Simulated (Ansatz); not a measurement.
# TiSi2 (Fddd) in Ansatz: further runs

The runs below take TiSi2 through single point, band structure, with PBEsol.

Program: Ansatz 0.2.0. These are calculated values, not measurements. Logs are shortened: lines on timing, memory, paths and dates and some standing lists are left out, and cuts for length are marked.

### 1 The structure

The structure is orthorhombic, space group Fddd (No. 70). The conventional cell has a = 4.779 Å, b = 8.235 Å, c = 8.526 Å, α = 90.00°, β = 90.00°, γ = 90.00°. Ti (site symmetry 222) is surrounded by 10 Si at 2.55 to 2.78 Å. Si (site symmetry 2) is surrounded by 5 Si at 2.52 to 2.79 Å and 5 Ti at 2.55 to 2.78 Å.

The cell is a database's computed one.

### 2 Single point, PBEsol, 13.14 Å³/atom (volume scaled by 0.94)

Contents of input.yaml:

```yaml
crystal:
  lattice:
    - [0.0, 4.0334617761, 4.1758755024]
    - [2.3407327166, 0.0, 4.1758755024]
    - [2.3407327166, 4.0334617761, 0.0]
  atoms:
    - { symbol: Ti, position: [0.75, 0.75, 0.75] }
    - { symbol: Ti, position: [0.5, 0.5, 0.5] }
    - { symbol: Si, position: [0.41256561, 0.08743439, 0.41256561] }
    - { symbol: Si, position: [0.08743439, 0.41256561, 0.08743439] }
    - { symbol: Si, position: [0.16256561, 0.83743439, 0.16256561] }
    - { symbol: Si, position: [0.83743439, 0.16256561, 0.83743439] }
kpoints:
  mp_grid: { grid: [7, 7, 7] }
scf:
  occupations: { method: fermi_dirac, width: 0.05 }
hamiltonian:
  xc: pbesol
  pseudopotentials: { kind: all_electron, lapw: { basis_error: 0.001 } }
output:
  forces: true
  stress: true
  eigenvalues: true
```

Potentials or basis: all-electron LAPW, scalar-relativistic.

On the command line:

```
> ansatz run input.yaml --threads 4 --pin off --max-ram 12288MiB --backend cpu --events-out ev --progress --plain --runs-dir out
```

Log:

```text
Warning: RAYON_NUM_THREADS=4 ignored (pool sized by the plan → 4); use --threads N
LAPW: plane waves up to 8.101 Å⁻¹, error target 1.0e-3 eV per atom; small_component_spin mean_spin; Si in spheres of 1.127 Å, 12 of its electrons in bands, Dirac shells []; Ti in spheres of 1.369 Å, 12 of its electrons in bands, Dirac shells [] (how accurate: hamiltonian.pseudopotentials.lapw.basis_error, Limitations)
Engine: ansatz 0.2.0, aarch64-unknown-linux-gnu
Pseudopotentials: kind: all_electron
Pseudopotential: Ti, LAPW, valence charge 12, lapw/all_electron/scalar/gaussian/Ti, Koelling and Harmon's equation, gaussian nucleus
Pseudopotential: Si, LAPW, valence charge 12, lapw/all_electron/scalar/gaussian/Si, Koelling and Harmon's equation, gaussian nucleus
Functional definition: PBEsol
  exchange = pbesol_x
  correlation = pbesol_c
Crystal: 6 atoms, lattice volume = 78.851 Å³
Basis set: ecut = 250.05054096456772 eV, 703 PW (Γ), FFT grids on a1−a2, a2, a3, exchange–correlation at level 2
Bands: 44, of which v1, the nominal top of the filled ones, is band 36 counted from 1 (35 counted from 0)
Symmetry: 8 space group operations
Space group: Fddd (ITA 70), of the structure as read, at distance tolerance 4.3e-5 Å
k-points: 64 of 343
Non-local potential: Ti, projectors of the file, none
Non-local potential: Si, projectors of the file, none
Initial density: superposition of atomic densities (chi_scale 0.1, normalization cell, long waves kept (reshape's long-wave potential 0.00 eV rms))
Initial wavefunctions: plane waves of lowest kinetic energy (no species holds an atomic orbital)
Functional: x = pbesol(κ = 0.804, μ = 0.12345679012345678), c = pbesol(β = 0.046)
iter 1 solved again at ethr=1.03e-3 eV; its pass at ethr=1.00e-1 eV (dr2=7.44e-1 eV) is discarded
SCF iter   1: F=—  HF=-77931.393443 eV  |F-HF|=—  |Δ(HF+E_count)|=         —  Δρ=2.84e-2  dr2=7.45e-1  ethr=1.03e-3  ⟨swp⟩=2.1  Hψ=19216  notcnv=0
preconditioner: auto → Kerker (q_TF=auto, 2.687 Å⁻¹)  [metal: Δε(μ)=0.019 eV  Ē_g=7.233 eV  σ=0.050 eV  W_gap=0.10  n_scr=18 (ndim 8)  ℏωp=20.5 eV  f_vac=0.000  D(μ)=2.13/eV (n_scr^D=16)]
SCF iter   2: F=—  HF=-77931.114799 eV  |F-HF|=—  |Δ(HF+E_count)|=   2.79e-1  Δρ=2.09e-2  dr2=6.56e-1  ethr=1.03e-3  ⟨swp⟩=2.4  Hψ=8408  notcnv=0
iter 3 solved again at ethr=8.28e-5 eV; its pass at ethr=9.12e-4 eV (dr2=5.96e-2 eV) is discarded
SCF iter   3: F=—  HF=-77930.989271 eV  |F-HF|=—  |Δ(HF+E_count)|=   1.26e-1  Δρ=9.98e-3  dr2=5.95e-2  ethr=8.28e-5  ⟨swp⟩=2.0  Hψ=14314  notcnv=0
SCF iter   4: F=—  HF=-77930.920678 eV  |F-HF|=—  |Δ(HF+E_count)|=   6.86e-2  Δρ=3.83e-3  dr2=1.52e-2  ethr=8.26e-5  ⟨swp⟩=2.5  Hψ=8432  notcnv=0
SCF iter   5: F=—  HF=-77930.915932 eV  |F-HF|=—  |Δ(HF+E_count)|=         —  Δρ=4.09e-4  dr2=8.24e-5  ethr=2.11e-5  ⟨swp⟩=2.9  Hψ=8016  notcnv=0
the basis was enlarged: its passes take 403.4 KiB over the memory plan, 4 of 4 planned eigensolver slots
SCF iter   6: F=—  HF=-77930.915848 eV  |F-HF|=—  |Δ(HF+E_count)|=   8.39e-5  Δρ=1.86e-4  dr2=3.32e-5  ethr=1.14e-7  ⟨swp⟩=3.0  Hψ=8518  notcnv=0
SCF iter   7: F=—  HF=-77930.915841 eV  |F-HF|=—  |Δ(HF+E_count)|=   7.21e-6  Δρ=3.37e-5  dr2=7.83e-7  ethr=4.61e-8  ⟨swp⟩=2.0  Hψ=7899  notcnv=0
SCF iter   8: F=-77930.915841 eV  HF=-77930.915841 eV  |F-HF|=3.75e-8  |Δ(HF+E_count)|=   2.03e-7  Δρ=8.02e-6  dr2=7.53e-8  ethr=1.09e-9  ⟨swp⟩=2.2  Hψ=7915  notcnv=0
SCF 1 converged in 8 iterations: F = -77930.915841 eV  dr2 = 7.53e-8
SCF converged after 8 iterations
Free energy (F): -77930.915841 eV
Harris-Foulkes:  -77930.915841 eV  (|F-HF|=3.75e-8)
Internal energy: -77930.897110 eV  (E = F + TS)
E sigma→0 (E₀):  -77930.906475 eV
Entropy (-TS):   -0.018730 eV (-3.122 meV/atom)
Fermi energy:    14.896403 eV
--- Per-component energies (eV) ---
  E_band       = -2861.955036
  E_kinetic    = 78464.886859
  E_xc         = -4468.957399
  E_electrostatic = -151926.826570  (all electrons and nuclei)
  E_smearing   = -0.018730  (= −TS)
  E_closure    = 0.000000  (closes the sum)
  E_atoms      = -77889.553484  (free atoms, spherical and without spin; not in F)
  Σ components = -77930.915841   (vs F -77930.915841, Δ=0.00e0)
  Basis errors (estimates in eV, not in F): energy 3.0e-4 per atom: plane waves 2.6e-4 (1.4e-4 summed), levels above the bands 1.9e-38, relativity 8.9e-9, radial functions 3.8e-5, core shells 1.3e-7; eigenvalues (radial functions only) 8.8e-7; not estimated: angular momenta, meshes, grids; target (lapw.basis_error) 1.0e-3; muffin-tin radii Si 1.127 Å, Ti 1.369 Å
--- Forces (eV/Å), atoms counted from 1 ---
  atom   1  Ti    -0.00000000     0.00000000    -0.00000000
  atom   2  Ti     0.00000000    -0.00000000     0.00000000
  atom   3  Si     0.00000000     0.09021723     0.00000000
  atom   4  Si    -0.00000000    -0.09021723    -0.00000000
  atom   5  Si     0.00000000     0.09021723     0.00000000
  atom   6  Si     0.00000000    -0.09021723    -0.00000000
  max |Σ_I F_I| component: 1.39e-17 eV/Å
--- Stress (GPa, compression-positive) ---
        8.466976      -0.000000      -0.000000
       -0.000000       5.464806       0.000000
       -0.000000       0.000000      11.182194
  P = ⅓ Tr σ = 8.3713 GPa (83.713 kbar)
--- Band table (eV; the first three rows and the last of 64) ---
  k-point 0: bands = ["-118.4816", "-118.4808", "-118.4796", "-118.4789", "-74.7811", "-74.7792", "-74.7763", "-74.7755", "-74.7712", "-74.7710", "-74.7671", "-74.7652", "-74.7324", "-74.7315", "-74.7304", "-74.7303", "-40.8735", "-40.8343", "-17.4193", "-17.3984", "-17.3050", "-17.2867", "-17.2569", "-17.2531", "1.9211", "8.0662", "9.2153", "9.2410", "9.5892", "10.9563", "11.2201", "12.3720", "12.5096", "12.8393", "13.1093", "13.5181", "13.8848", "17.1532", "18.2824", "18.5560", "18.6701", "18.7304", "18.7860", "19.0622"]
  k-point 1: bands = ["-118.4815", "-118.4808", "-118.4796", "-118.4790", "-74.7807", "-74.7791", "-74.7759", "-74.7755", "-74.7715", "-74.7711", "-74.7672", "-74.7656", "-74.7323", "-74.7315", "-74.7305", "-74.7304", "-40.8720", "-40.8357", "-17.4186", "-17.3974", "-17.3115", "-17.2868", "-17.2573", "-17.2523", "2.1481", "7.7668", "8.1988", "9.2313", "10.0240", "11.0499", "11.5401", "12.0715", "12.7244", "12.8132", "13.5835", "13.6661", "13.8840", "16.9186", "18.1317", "18.2028", "18.4246", "18.5743", "18.8065", "18.9900"]
  k-point 2: bands = ["-118.4814", "-118.4807", "-118.4797", "-118.4791", "-74.7803", "-74.7784", "-74.7755", "-74.7750", "-74.7720", "-74.7712", "-74.7681", "-74.7661", "-74.7320", "-74.7315", "-74.7308", "-74.7306", "-40.8681", "-40.8394", "-17.4206", "-17.3908", "-17.3293", "-17.2842", "-17.2601", "-17.2484", "2.7982", "6.8028", "7.3306", "9.2052", "9.8400", "10.6916", "11.7549", "12.3047", "13.1170", "13.4934", "13.7895", "14.1211", "14.7302", "16.3506", "17.6553", "17.7336", "18.0131", "18.0364", "19.0422", "19.3711"]
  k-point 63: bands = ["-118.4806", "-118.4806", "-118.4798", "-118.4798", "-74.7774", "-74.7771", "-74.7745", "-74.7744", "-74.7718", "-74.7717", "-74.7697", "-74.7694", "-74.7321", "-74.7321", "-74.7306", "-74.7306", "-40.8546", "-40.8527", "-17.3858", "-17.3719", "-17.3448", "-17.3279", "-17.2556", "-17.2511", "4.0687", "4.1043", "8.2132", "9.2861", "10.1349", "11.5823", "11.7400", "12.2687", "13.1711", "13.4078", "13.8143", "13.8353", "15.8590", "15.9377", "17.2664", "17.8127", "18.2483", "18.3578", "18.7729", "18.8487"]
```

It took 15 s on 4 threads of Arm Neoverse V2, shared host; peak memory 0.69 GiB.

What came out:

| Quantity | Value |
| --- | --- |
| Free energy | -77930.9158 eV |
| Pressure | 8.4 GPa |
| Largest force | 0.090 eV/Å |
| Band gap on the k mesh | none (metal or under the smearing width) |

### 3 Single point, PBEsol, 13.42 Å³/atom (volume scaled by 0.96)

input.yaml, as its differences from that of step 2:

```diff
@@ -2,5 +2,5 @@
   lattice:
-    - [0.0, 4.0334617761, 4.1758755024]
-    - [2.3407327166, 0.0, 4.1758755024]
-    - [2.3407327166, 4.0334617761, 0.0]
+    - [0.0, 4.0618673723, 4.2052840453]
+    - [2.3572172929, 0.0, 4.2052840453]
+    - [2.3572172929, 4.0618673723, 0.0]
   atoms:
```

Potentials or basis: all-electron LAPW, scalar-relativistic.

On the command line:

```
> ansatz run input.yaml --threads 4 --pin off --max-ram 12288MiB --backend cpu --events-out ev --progress --plain --runs-dir out
```

Run time: 14 s. Hardware: 4 threads of Arm Neoverse V2, shared host; peak memory 0.69 GiB.

It converged, with:

```yaml
Free_energy: -77930.9831 eV
Pressure: 4.6 GPa
Largest_force: 0.075 eV/Å
Band_gap_on_the_k_mesh: none (metal or under the smearing width)
```

### 4 Single point, PBEsol, 13.70 Å³/atom (volume scaled by 0.98)

input.yaml, as its differences from that of step 3:

```diff
@@ -2,5 +2,5 @@
   lattice:
-    - [0.0, 4.0618673723, 4.2052840453]
-    - [2.3572172929, 0.0, 4.2052840453]
-    - [2.3572172929, 4.0618673723, 0.0]
+    - [0.0, 4.089881136, 4.2342869207]
+    - [2.3734744776, 0.0, 4.2342869207]
+    - [2.3734744776, 4.089881136, 0.0]
   atoms:
```

On the command line:

```
> ansatz run input.yaml --threads 4 --pin off --max-ram 12288MiB --backend cpu --events-out ev --progress --plain --runs-dir out
```

It took 15 s on 4 threads of Arm Neoverse V2, shared host; peak memory 0.68 GiB.

The run converged. Its results:

```
Free energy            : -77931.0125 eV
Pressure               : 1.1 GPa
Largest force          : 0.061 eV/Å
Band gap on the k mesh : none (metal or under the smearing width)
```

### 5 Single point, PBEsol, 13.98 Å³/atom

input.yaml, as its differences from that of step 4:

```diff
@@ -2,5 +2,5 @@
   lattice:
-    - [0.0, 4.089881136, 4.2342869207]
-    - [2.3734744776, 0.0, 4.2342869207]
-    - [2.3734744776, 4.089881136, 0.0]
+    - [0.0, 4.1175163063, 4.2628978354]
+    - [2.3895119538, 0.0, 4.2628978354]
+    - [2.3895119538, 4.1175163063, 0.0]
   atoms:
```

On the command line:

```
> ansatz run input.yaml --threads 4 --pin off --max-ram 12288MiB --backend cpu --events-out ev --progress --plain --runs-dir out
```

Wall time 15 s (4 threads of Arm Neoverse V2, shared host); peak memory 0.68 GiB.

It converged, with:

```yaml
Free_energy: -77931.0078 eV
Pressure: -2.0 GPa
Largest_force: 0.048 eV/Å
Band_gap_on_the_k_mesh: none (metal or under the smearing width)
```

### 6 Single point, PBEsol, 14.26 Å³/atom (volume scaled by 1.02)

input.yaml, as its differences from that of step 5:

```diff
@@ -2,5 +2,5 @@
   lattice:
-    - [0.0, 4.1175163063, 4.2628978354]
-    - [2.3895119538, 0.0, 4.2628978354]
-    - [2.3895119538, 4.1175163063, 0.0]
+    - [0.0, 4.1447854209, 4.2911297696]
+    - [2.4053369975, 0.0, 4.2911297696]
+    - [2.4053369975, 4.1447854209, 0.0]
   atoms:
```

Potentials or basis: all-electron LAPW, scalar-relativistic.

On the command line:

```
> ansatz run input.yaml --threads 4 --pin off --max-ram 12288MiB --backend cpu --events-out ev --progress --plain --runs-dir out
```

Run time: 16 s. Hardware: 4 threads of Arm Neoverse V2, shared host; peak memory 0.68 GiB.

The run converged. Its results:

```
Free energy            : -77930.9725 eV
Pressure               : -4.7 GPa
Largest force          : 0.037 eV/Å
Band gap on the k mesh : none (metal or under the smearing width)
```

### 7 Single point, PBEsol, 14.54 Å³/atom (volume scaled by 1.04)

input.yaml, as its differences from that of step 6:

```diff
@@ -2,5 +2,5 @@
   lattice:
-    - [0.0, 4.1447854209, 4.2911297696]
-    - [2.4053369975, 0.0, 4.2911297696]
-    - [2.4053369975, 4.1447854209, 0.0]
+    - [0.0, 4.1717003661, 4.3189950295]
+    - [2.4209565065, 0.0, 4.3189950295]
+    - [2.4209565065, 4.1717003661, 0.0]
   atoms:
```

On the command line:

```
> ansatz run input.yaml --threads 4 --pin off --max-ram 12288MiB --backend cpu --events-out ev --progress --plain --runs-dir out
```

It took 16 s on 4 threads of Arm Neoverse V2, shared host; peak memory 0.68 GiB.

The run converged. Its results:

| Property | Result |
| --- | --- |
| Free energy | -77930.9096 eV |
| Pressure | -7.2 GPa |
| Largest force | 0.026 eV/Å |
| Band gap on the k mesh | none (metal or under the smearing width) |

### 8 Single point, PBEsol, 14.82 Å³/atom (volume scaled by 1.06)

input.yaml, as its differences from that of step 7:

```diff
@@ -2,5 +2,5 @@
   lattice:
-    - [0.0, 4.1717003661, 4.3189950295]
-    - [2.4209565065, 0.0, 4.3189950295]
-    - [2.4209565065, 4.1717003661, 0.0]
+    - [0.0, 4.1982724224, 4.3465052936]
+    - [2.4363770274, 0.0, 4.3465052936]
+    - [2.4363770274, 4.1982724224, 0.0]
   atoms:
```

On the command line:

```
> ansatz run input.yaml --threads 4 --pin off --max-ram 12288MiB --backend cpu --events-out ev --progress --plain --runs-dir out
```

It took 16 s on 4 threads of Arm Neoverse V2, shared host; peak memory 0.68 GiB.

It converged, with:

- Free energy: -77930.8221 eV
- Pressure: -9.5 GPa
- Largest force: 0.017 eV/Å
- Band gap on the k mesh: none (metal or under the smearing width)

### 9 Band structure, PBEsol

input.yaml, as its differences from that of step 8:

```diff
@@ -2,5 +2,5 @@
   lattice:
-    - [0.0, 4.1982724224, 4.3465052936]
-    - [2.4363770274, 0.0, 4.3465052936]
-    - [2.4363770274, 4.1982724224, 0.0]
+    - [0.0, 4.1175163063, 4.2628978354]
+    - [2.3895119538, 0.0, 4.2628978354]
+    - [2.3895119538, 4.1175163063, 0.0]
   atoms:
@@ -14,2 +14,13 @@
   mp_grid: { grid: [7, 7, 7] }
+  band_path:
+    path:
+      - [0.0, 0.0, 0.0]
+      - [0.5, 0.0, 0.5]
+      - [1.0, 0.5, 0.5]
+      - [0.5, 0.5, 0.0]
+      - [0.0, 0.0, 0.0]
+      - [0.0, 0.4127457158, 0.4127457158]
+      - [0.5, 0.2443551471, 0.7443551471]
+      - [0.5, 0.0, 0.5]
+    npoints: 12
 scf:
@@ -18,3 +29,3 @@
   xc: pbesol
-  pseudopotentials: { kind: all_electron, lapw: { basis_error: 0.001 } }
+  pseudopotentials: { kind: all_electron, lapw: { basis_error: 0.002 } }
 output:
```

Potentials or basis: all-electron LAPW, scalar-relativistic.

On the command line:

```
> ansatz run input.yaml --threads 4 --pin off --max-ram 12288MiB --backend cpu --events-out ev --progress --plain --runs-dir out
```

Wall time 20 s (4 threads of Arm Neoverse V1, shared host); peak memory 0.59 GiB.

Results (log left out):

```
Free energy             : -77931.0066 eV
Pressure                : -2.0 GPa
Largest force           : 0.048 eV/Å
Band gap along the path : none (metal or under the smearing width)
```

Forces on the atoms (eV/Å):
```
Ti   0.000  0.000  0.000
Ti   0.000  0.000  0.000
Si   0.000  0.048  0.000
Si   0.000 -0.048  0.000
Si   0.000  0.048  0.000
Si   0.000 -0.048  0.000
```

Stress tensor (GPa, compression positive):
```
-1.69  0.00  0.00
 0.00 -3.09  0.00
 0.00  0.00 -1.07
```

Levels at the corners of the path, in eV from the Fermi level:
| point | band 33 | band 34 | band 35 | band 36 | band 37 | band 38 | band 39 | band 40 |
| --- | --- | --- | --- | --- | --- | --- | --- | --- |
| Γ | -2.27 | -2.05 | -1.77 | -1.35 | -0.93 | 2.08 | 3.14 | 3.37 |
| Y | -2.34 | -2.34 | -0.87 | -0.87 | 1.28 | 1.28 | 3.32 | 3.32 |
| T | -1.12 | -1.12 | -0.65 | -0.65 | 0.85 | 0.85 | 2.30 | 2.30 |
| Z | -1.55 | -1.55 | -0.97 | -0.97 | 0.75 | 0.75 | 3.24 | 3.24 |
| Γ | -2.27 | -2.05 | -1.77 | -1.35 | -0.93 | 2.08 | 3.14 | 3.37 |
| X | -1.34 | -0.40 | 0.06 | 0.14 | 0.74 | 0.94 | 1.79 | 2.55 |
| A1 | -1.68 | -1.68 | -1.39 | -1.39 | 1.42 | 1.42 | 2.16 | 2.16 |
| Y | -2.34 | -2.34 | -0.87 | -0.87 | 1.28 | 1.28 | 3.32 | 3.32 |

### 10 For comparison

An earlier run on the cell as given: functional PBEsol; potentials or basis all-electron LAPW, scalar-relativistic; cutoff 238 eV (chosen from the basis error); basis error allowed 0.001 eV/atom; k mesh 7 × 7 × 7; occupations fermi-dirac, width 0.05 eV; no spin polarisation.

* Pressure: -2.0 GPa
* Largest force: 0.048 eV/Å
* Band gap on the k mesh: none (metal or under the smearing width)
